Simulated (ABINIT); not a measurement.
# CuAu (P4/mmm) in ABINIT: further runs

The runs below take CuAu through relaxation of cell and atoms, with LDA, PBEsol.

All numbers are computed with ABINIT 10.8.3 (patched build); they aren't measurements. Logs are shortened: lines on timing, memory, paths and dates and some standing lists are left out, and cuts for length are marked. The log counts tension as positive stress, the text compression.

### Step 1. The crystal as given

It takes space group P4/mmm (No. 123, tetragonal). The conventional cell has a = 2.811 Å, b = 2.811 Å, c = 3.685 Å, α = 90.00°, β = 90.00°, γ = 90.00°. Au (site symmetry 4/mmm) has 8 Cu at 2.71 Å and 4 Au at 2.81 Å as nearest neighbours. Around Cu (site symmetry 4/mmm) lie 8 Au at 2.71 Å and 4 Cu at 2.81 Å.

### Step 2. Relaxation of cell and atoms, LDA

run.abi

```
# Pseudopotentials
pp_dirpath "./"
pseudos "Au.LDA_PW-JTH.xml, Cu.LDA_PW-JTH.xml"

# Structure
acell 3*1.0 Angstrom
rprim
     2.8107494552     0.0000000000     0.0000000000
     0.0000000000     2.8107494552     0.0000000000
     0.0000000000     0.0000000000     3.6850000000
ntypat 2
znucl 79 29
natom 2
typat 1 2
xred
     0.0000000000     0.0000000000     0.0000000000
     0.5000000000     0.5000000000     0.5000000000
chkprim 0
chksymtnons 0
tolsym 1.0e-6

# Plane-wave basis
ecut 26.0
pawecutdg 48.0
pawovlp -1

# k points
kptopt 1
ngkpt 9 9 7
nshiftk 1
shiftk 0.0 0.0 0.0

# Exchange and correlation
ixc 7

# Bands and occupations
nband 19
occopt 3
tsmear 0.00183747

# SCF cycle
nstep 100
tolvrs 1.0e-9

# Output
iomode 3
prtwf 0
prtden 0
prteig 0
prtebands 0
enunit 2

# Relaxation
ionmov 2
ntime 60
tolmxf 0.0001
optcell 2
dilatmx 1.08
ecutsm 0.5
```

Potentials or basis: JTH PAW LDA v2.0.

On the command line:

```sh
> abinit run.abi > log 2>&1
```

run.abo:

```text
.Version 10.8.3 of ABINIT
 Symmetries : space group P4/m m m (#123); Bravais tP (primitive tetrag.)
================================================================================
 Values of the parameters that define the memory need of the present run
     intxc =       0    ionmov =       2      iscf =      17    lmnmax =      18
     lnmax =       6     mgfft =      36  mpssoang =       3    mqgrid =    3001
     natom =       2  nloc_mem =       2    nspden =       1   nspinor =       1
    nsppol =       1      nsym =      16    n1xccc =       1    ntypat =       2
    occopt =       3   xclevel =       1
       mpw =        1591          nfft =       32400          nkpt =          60
 PAW method is used; the additional fine FFT grid is defined by:
   mgfftf=        48    nfftf =     62208
================================================================================
================================================================================

--------------------------------------------------------------------------------
------------- Echo of variables that govern the present computation ------------
--------------------------------------------------------------------------------
 -outvars: echo values of preprocessed input variables --------
            acell      1.8897261259E+00  1.8897261259E+00  1.8897261259E+00 Bohr
              amu      1.96966540E+02  6.35460000E+01
          chkprim           0
      chksymtnons           0
          dilatmx      1.08000000E+00
             ecut      2.60000000E+01 Hartree
           ecutsm      5.00000000E-01 Hartree
           enunit           2
           ionmov           2
                       outvar_i_n : Printing only first  50 k-points.
              ixc           7
                       outvar_i_n : Printing only first  50 k-points.
         kptrlatt        9    0    0      0    9    0      0    0    7
          kptrlen      4.78039201E+01
            natom           2
            nband          19
            ngfft          30      30      36
          ngfftdg          36      36      48
             nkpt          60
            nstep         100
             nsym          16
            ntime          60
           ntypat           2
                       prtocc : prtvol=0, do not print more k-points.
           occopt           3
          optcell           2
        pawecutdg      4.80000000E+01 Hartree
          pawovlp     -1.0000000000E+00
           prtden           0
        prtebands           0
           prteig           0
            prtwf           0
            rprim      2.8107494552E+00  0.0000000000E+00  0.0000000000E+00
                       0.0000000000E+00  2.8107494552E+00  0.0000000000E+00
                       0.0000000000E+00  0.0000000000E+00  3.6850000000E+00
          spgroup         123
           tolmxf      1.00000000E-04
           tolsym      1.00000000E-06
           tolvrs      1.00000000E-09
           tsmear      1.83747000E-03 Hartree
            typat      1  2
           useylm           1
                       outvars : Printing only first  50 k-points.
           xangst      0.0000000000E+00  0.0000000000E+00  0.0000000000E+00
                       1.4053747276E+00  1.4053747276E+00  1.8425000000E+00
            xcart      0.0000000000E+00  0.0000000000E+00  0.0000000000E+00
                       2.6557733394E+00  2.6557733394E+00  3.4818203870E+00
             xred      0.0000000000E+00  0.0000000000E+00  0.0000000000E+00
                       5.0000000000E-01  5.0000000000E-01  5.0000000000E-01
            znucl       79.00000   29.00000

================================================================================

 chkinp: Checking input parameters for consistency.

================================================================================
== DATASET  1 ==================================================================

--- !DatasetInfo
iteration_state: {dtset: 1, }
dimensions: {natom: 2, nkpt: 60, mband: 19, nsppol: 1, nspinor: 1, nspden: 1, mpw: 1591, }
cutoff_energies: {ecut:  26.0, pawecutdg:  48.0, }
electrons: {nelect:   3.00000000E+01, charge:   0.00000000E+00, occopt:   3.00000000E+00, tsmear:   1.83747000E-03, }
meta: {optdriver: 0, ionmov: 2, optcell: 2, iscf: 17, paral_kgb: 0, }
...

 Exchange-correlation functional for the present dataset will be:
  LDA: Perdew-Wang 92 LSD fit to Ceperley-Alder data - ixc=7
  J.P.Perdew and Y.Wang, PRB 45, 13244 (1992)

 Real(R)+Recip(G) space primitive vectors, cartesian coordinates (Bohr,Bohr^-1):
 R(1)=  5.3115467  0.0000000  0.0000000  G(1)=  0.1882691  0.0000000  0.0000000
[... 20 lines left out ...]
 Shapefunction is SIN type: shapef(r)=[sin(pi*r/rshp)/(pi*r/rshp)]**2
 Radius for shape functions =  2.26305713
 Compensation charge density is not taken into account in XC energy/potential

- pspini: atom type   2  psp file is ./Cu.LDA_PW-JTH.xml
 Pseudopotential format is: paw10
 basis_size (lnmax)=  6 (lmn_size= 18), orbitals=   0   0   1   1   2   2
 Spheres core radius: rc_sph= 2.00090475
 Shapefunction is SIN type: shapef(r)=[sin(pi*r/rshp)/(pi*r/rshp)]**2
 Radius for shape functions =  1.80603571
 Compensation charge density is not taken into account in XC energy/potential

   2.11086308E+03                                ecore*ucvol(ha*bohr**3)
--------------------------------------------------------------------------------

================================================================================

=== [ionmov= 2] Broyden-Fletcher-Goldfarb-Shanno method (forces)
================================================================================

--- Iteration: ( 1/60) Internal Cycle: (1/1)
--------------------------------------------------------------------------------

---SELF-CONSISTENT-FIELD CONVERGENCE--------------------------------------------
[... 899 lines left out ...]
 Difference of energy with previous step (new-old):
           Absolute (Ha)=-3.35310E-07
           Relative     =-1.44260E-09

 At Broyd/MD step   8, gradients are converged :
  max grad (force/stress) = 8.0537E-05 < tolmxf= 1.0000E-04 ha/bohr (free atoms)

================================================================================

 ----iterations are completed or convergence reached----

 Mean square residual over all n,k,spin=   35.142E-10; max=  26.556E-07
 reduced coordinates (array xred) for    2 atoms
       0.000000000000      0.000000000000      0.000000000000
       0.500000000000      0.500000000000      0.500000000000
 rms dE/dt=  0.0000E+00; max dE/dt=  0.0000E+00; dE/dt below (all hartree)
    1       0.000000000000      0.000000000000      0.000000000000
    2       0.000000000000      0.000000000000      0.000000000000

 cartesian coordinates (angstrom) at end:
    1      0.00000000000000     0.00000000000000     0.00000000000000
    2      1.38619960989984     1.38619960989984     1.79530034618780

 cartesian forces (hartree/bohr) at end:
    1     -0.00000000000000    -0.00000000000000    -0.00000000000000
    2     -0.00000000000000    -0.00000000000000    -0.00000000000000
 frms,max,avg= 0.0000000E+00 0.0000000E+00   0.000E+00  0.000E+00  0.000E+00 h/b

 cartesian forces (eV/Angstrom) at end:
    1     -0.00000000000000    -0.00000000000000    -0.00000000000000
    2     -0.00000000000000    -0.00000000000000    -0.00000000000000
 frms,max,avg= 0.0000000E+00 0.0000000E+00   0.000E+00  0.000E+00  0.000E+00 e/A
 length scales=  5.239075237102  5.239075237102  6.785251936085 bohr
              =  2.772399219800  2.772399219800  3.590600692376 angstroms
 Fermi (or HOMO) energy (hartree) =   0.29984   Average Vxc (hartree)=  -0.45156
 Eigenvalues (hartree) for nkpt=  60  k points:
 kpt#   1, nband= 19, wtk=  0.00176, kpt=  0.0000  0.0000  0.0000 (reduced coord)
  -3.80122   -2.25172   -2.25115   -2.25115   -0.08040    0.04206    0.04808    0.14205
   0.14205    0.18415    0.18997    0.21839    0.23582    0.24488    0.24488    0.37965
   0.61922    0.67081    0.67081
      occupation numbers for kpt#   1
   2.00000    2.00000    2.00000    2.00000    2.00000    2.00000    2.00000    2.00000
   2.00000    2.00000    2.00000    2.00000    2.00000    2.00000    2.00000    0.00000
   0.00000    0.00000    0.00000
 prteigrs : prtvol=0 or 1, do not print more k-points.

 Fermi (or HOMO) energy (eV) =   8.15906   Average Vxc (eV)= -12.28760
 Eigenvalues (   eV  ) for nkpt=  60  k points:
 kpt#   1, nband= 19, wtk=  0.00176, kpt=  0.0000  0.0000  0.0000 (reduced coord)
-103.43642  -61.27230  -61.25688  -61.25688   -2.18776    1.14452    1.30832    3.86542
   3.86542    5.01098    5.16938    5.94266    6.41692    6.66342    6.66342   10.33092
  16.84983   18.25380   18.25380
 prteigrs : prtvol=0 or 1, do not print more k-points.

--- !EnergyTerms
iteration_state     : {dtset: 1, itime: 8, icycle: 1, }
comment             : Components of total free energy in Hartree
kinetic             :  2.02783332251733E+01
hartree             :  5.34276861673327E+01
xc                  : -5.79190056026734E+00
Ewald energy        : -1.48695164310168E+02
psp_core            :  1.13340419625789E+01
local_psp           : -1.33407355748512E+02
PAW spherical_terms : -2.95806483055391E+01
internal            : -2.32435007569402E+02
'-kT*entropy'       : -1.26194517306659E-04
total_energy        : -2.32435133763919E+02
total_energy_eV     : -6.32488220198625E+03
...

--- !EnergyTermsDC
iteration_state     : {dtset: 1, itime: 8, icycle: 1, }
comment             : '"Double-counting" decomposition of free energy'
band_energy         : -1.76720905227966E+01
Ewald energy        : -1.48695164310168E+02
psp_core            :  1.13340419625789E+01
xc_dc               : -5.20219377755102E+01
PAW spherical_terms : -2.53798651808792E+01
internal            : -2.32435015826775E+02
'-kT*entropy'       : -1.26194517306659E-04
total_energy_dc     : -2.32435142021292E+02
total_energy_dc_eV  : -6.32488242668083E+03
...

--- !EnergyTermsWithPAWCore
iteration_state     : {dtset: 1, itime: 8, icycle: 1, }
comment             : 'Components of total free energy, including PAW core contributions'
Total energy        : -2.06539713079292E+04
Total energy DC     : -2.06539713161866E+04
Total energy (eV)   : -5.62023190773471E+05
Total energy DC (eV): -5.62023190998165E+05
...

 Cartesian components of stress tensor (hartree/bohr^3)
  sigma(1 1)=  8.05366445E-07  sigma(3 2)=  0.00000000E+00
  sigma(2 2)=  8.05366445E-07  sigma(3 1)=  0.00000000E+00
  sigma(3 3)=  4.37227273E-07  sigma(2 1)=  0.00000000E+00

-Cartesian components of stress tensor (GPa)         [Pressure= -2.0084E-02 GPa]
- sigma(1 1)=  2.36946989E-02  sigma(3 2)=  0.00000000E+00
- sigma(2 2)=  2.36946989E-02  sigma(3 1)=  0.00000000E+00
- sigma(3 3)=  1.28636705E-02  sigma(2 1)=  0.00000000E+00

== END DATASET(S) ==============================================================
================================================================================

 -outvars: echo values of variables after computation  --------
            acell      5.2390752371E+00  5.2390752371E+00  6.7852519361E+00 Bohr
           etotal     -2.3243514202E+02
            fcart     -0.0000000000E+00 -0.0000000000E+00 -0.0000000000E+00
                      -0.0000000000E+00 -0.0000000000E+00 -0.0000000000E+00
           strten      8.0536644471E-07  8.0536644473E-07  4.3722727326E-07
                       0.0000000000E+00  0.0000000000E+00  0.0000000000E+00
           xangst      0.0000000000E+00  0.0000000000E+00  0.0000000000E+00
                       1.3861996099E+00  1.3861996099E+00  1.7953003462E+00
             xred      0.0000000000E+00  0.0000000000E+00  0.0000000000E+00
                       5.0000000000E-01  5.0000000000E-01  5.0000000000E-01
 Calculation completed.
```

Wall time 11 min (1 thread of Arm Neoverse V2, shared host); peak memory 0.15 GiB.

Results:

```
Free energy                                           : -6324.8824 eV
Relaxed volume                                        : 13.80 Å³/atom
Relaxed cell                                          : a = 2.772 Å, b = 2.772 Å, c = 3.591 Å, α = 90.00°, β = 90.00°, γ = 90.00°
Space group after relaxing (to 0.05 Å)                : P4/mmm (No. 123)
Energy gained by relaxing                             : 22.6 meV/atom
Ionic steps                                           : 8
Pressure after relaxing                               : 0.0 GPa
Band gap on the k mesh                                : none (metal or under the smearing width)
Valence electrons inside the program's atomic spheres : Au 9.63; Cu 17.38
```

Step by step:
```
step  energy change (eV)  largest force (eV/Å)  pressure (GPa)  volume (Å³)
   1              0.0000                0.0000           -8.95        29.11
   2             -0.0339                0.0000           -4.63        28.32
   3             -0.0444                0.0000            0.56        27.53
   4             -0.0447                0.0000            0.00        27.61
   5             -0.0448                0.0000           -0.14        27.63
   6             -0.0451                0.0000           -0.29        27.64
   7             -0.0451                0.0000           -0.14        27.62
   8             -0.0451                0.0000           -0.02        27.60
```

Final structure:
```
Au Cu
1.0
     2.77240    0.00000    0.00000
     0.00000    2.77240    0.00000
     0.00000    0.00000    3.59060
Au Cu
1 1
Direct
  0.00000 0.00000 0.00000
  0.50000 0.50000 0.50000
```

Levels at points of the mesh, in eV from the Fermi level:
```tsv
k point	band 12	band 13	band 14	band 15	band 16	band 17	band 18	band 19
(0.00, 0.00, 0.00)	-2.22	-1.74	-1.50	-1.50	2.17	8.69	10.09	10.09
```

The run has no spin-orbit coupling, so splittings on Au are missing. Zero-point motion and thermal expansion aren't in these numbers.

### Step 3. Relaxation of cell and atoms, PBEsol

run.abi: that of step 2 with these lines changed.

```diff
@@ -2,3 +2,3 @@
 pp_dirpath "./"
-pseudos "Au.LDA_PW-JTH.xml, Cu.LDA_PW-JTH.xml"
+pseudos "Au.GGA_PBE-JTH.xml, Cu.GGA_PBE-JTH.xml"
 
@@ -24,2 +24,3 @@
 pawecutdg 48.0
+pawxcdev 0
 pawovlp -1
@@ -33,3 +34,3 @@
 # Exchange and correlation
-ixc 7
+ixc -116133
```

Potentials or basis: JTH PAW PBE v2.0.

On the command line:

```sh
> abinit run.abi > log 2>&1
```

Run time: 13 min. Hardware: 1 thread of Arm Neoverse V2, shared host; peak memory 0.16 GiB.

It converged, with:

* Free energy: -6314.5655 eV
* Relaxed volume: 14.26 Å³/atom
* Relaxed cell: a = 2.799 Å, b = 2.799 Å, c = 3.639 Å, α = 90.00°, β = 90.00°, γ = 90.00°
* Space group after relaxing (to 0.05 Å): P4/mmm (No. 123)
* Energy gained by relaxing: 3.4 meV/atom
* Ionic steps: 7
* Pressure after relaxing: 0.0 GPa
* Band gap on the k mesh: none (metal or under the smearing width)
* Valence electrons inside the program's atomic spheres: Au 9.57; Cu 17.34

Step by step:
| step | energy change (eV) | largest force (eV/Å) | pressure (GPa) | volume (Å³) |
| --- | --- | --- | --- | --- |
| 1 | 0.0000 | 0.0000 | -3.40 | 29.11 |
| 2 | -0.0049 | 0.0000 | -1.73 | 28.81 |
| 3 | -0.0065 | 0.0000 | 0.09 | 28.50 |
| 4 | -0.0066 | 0.0000 | 0.03 | 28.51 |
| 5 | -0.0068 | 0.0000 | -0.10 | 28.53 |
| 6 | -0.0068 | 0.0000 | -0.04 | 28.52 |
| 7 | -0.0068 | 0.0000 | 0.00 | 28.51 |

Final structure:
```cif
data_structure
_symmetry_space_group_name_H-M 'P 1'
_symmetry_Int_Tables_number 1
_cell_length_a 2.7989
_cell_length_b 2.7989
_cell_length_c 3.6394
_cell_angle_alpha 90.000
_cell_angle_beta 90.000
_cell_angle_gamma 90.000
_cell_volume 28.51
loop_
_atom_site_label
_atom_site_type_symbol
_atom_site_fract_x
_atom_site_fract_y
_atom_site_fract_z
_atom_site_occupancy
Au1 Au 0.00000 0.00000 0.00000 1
Cu1 Cu 0.50000 0.50000 0.50000 1
```

Levels at points of the mesh, in eV from the Fermi level:
```csv
k point,band 13,band 14,band 15,band 16,band 17,band 18
"(0.00, 0.00, 0.00)",-1.66,-1.43,-1.43,2.16,8.35,10.07
```

Caveat: the PAW data sets were made with another functional, which shifts forces and pressure a little. The run has no spin-orbit coupling, so splittings on Au are missing.
